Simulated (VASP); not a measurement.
# VASP 6.6.1 run: LiF

INCAR

```
PREC = Accurate
LCHARG = .FALSE.
LREAL = .FALSE.
GGA = PE
EDIFF = 1E-7
NELM = 100
LWAVE = .FALSE.
NSW = 0
IBRION = -1
NBANDS = 12
LASPH = .FALSE.
AMIX = 0.2
ISIF = 2
SIGMA = 0.02
ENCUT = 520
ISMEAR = -1
BMIX = 0.0001
```

KPOINTS

```
KPOINTS created by Atomic Simulation Environment
0
Gamma
10 10 10
0 0 0
```

POSCAR

```
Li F
 1.0000000000000000
     0.0000000000000000    1.9948717434000001    1.9948717434000001
     2.0120276403999999    0.0000000000000000    1.9948717434000001
     2.0120276403999999    1.9948717434000001    0.0000000000000000
 Li  F
   1   1
Cartesian
  0.0000000000000000  0.0000000000000000  0.0000000000000000
  2.0120276403999995  1.9948717434000001  1.9948717434000001
```

The recommended PBE PAW datasets give the neutral cell 10 valence electrons.

Command

```
mpirun -np 1 vasp_std
```

Task: Predict the outcome of this run.

Result: It converged. Results: gap between bands v and c on the k mesh 9.26 eV; least direct gap on the k mesh 9.26 eV; pressure 3.3 GPa. Band v is the last that the valence electrons fill when counted band by band, and c is the next.

OSZICAR

```
N       E                     dE             d eps       ncg     rms          rms(c)
DAV:   1     0.306055162096E+02    0.30606E+02   -0.54603E+03  2568   0.841E+02
DAV:   2    -0.909301439994E+01   -0.39699E+02   -0.38906E+02  2944   0.185E+02
DAV:   3    -0.101332816535E+02   -0.10403E+01   -0.10373E+01  3240   0.260E+01
DAV:   4    -0.101418837439E+02   -0.86021E-02   -0.86017E-02  2820   0.256E+00
DAV:   5    -0.101419715930E+02   -0.87849E-04   -0.87849E-04  3176   0.193E-01    0.454E+00
DAV:   6    -0.973048804652E+01    0.41148E+00   -0.73363E-01  2796   0.536E+00    0.220E+00
DAV:   7    -0.962237143763E+01    0.10812E+00   -0.63098E-01  2968   0.503E+00    0.113E+00
DAV:   8    -0.963234023008E+01   -0.99688E-02   -0.37033E-02  2896   0.161E+00    0.268E-01
DAV:   9    -0.963129742491E+01    0.10428E-02   -0.96440E-03  3264   0.676E-01    0.587E-02
DAV:  10    -0.963135655728E+01   -0.59132E-04   -0.27754E-04  2740   0.162E-01    0.469E-02
DAV:  11    -0.963136172073E+01   -0.51635E-05   -0.10365E-04  2892   0.863E-02    0.315E-03
DAV:  12    -0.963136177033E+01   -0.49595E-07   -0.77235E-07  3080   0.875E-03
   1 F= -.96313618E+01 E0= -.96313618E+01  d E =-.191735E-15
```

Standard output (part)

```
POSCAR found type information on POSCAR LiF
 POSCAR found :  2 types and       2 ions
 LDA part: xc-table for (Slater+PW92), standard interpolation
 POSCAR, INCAR and KPOINTS ok, starting setup
 WAVECAR not read
 entering main loop
```

For comparison, a separate PBE run of the intended cell, on usual settings and not on those above, gives a gap of 9.26 eV on its mesh and a pressure of 3.3 GPa.
